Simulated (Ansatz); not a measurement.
Crystal: MnO.

```
Mn O
1.0
     0.00000    2.22391    2.22391
     2.22391    0.00000    2.22391
     2.22391    2.22391    0.00000
Mn O
1 1
Cartesian
  0.0000 0.0000 0.0000
  2.2239 2.2239 2.2239
```

The cell is a database's computed one.

Program: Ansatz 0.2.0. Alike in all runs: task band structure; level PBEsol+U; potentials or basis Ansatz PAW; spin collinear, ferromagnetic start; cell as given; k mesh 10 × 10 × 10; cutoff (eV) 420; smearing fermi-dirac 0.05 eV.

Task: Order these runs on this cell by their band gap on the k mesh, lowest first.
A. U Mn d U = 5 eV
B. U Mn d U = 8 eV
C. U Mn d U = 1 eV

Result: C (metal), A (0.18 eV), B (0.54 eV).

Caveats: the magnetic or orbital state may not be the lowest; a cell with one magnetic atom can't hold antiferromagnetic order, which such compounds often take.

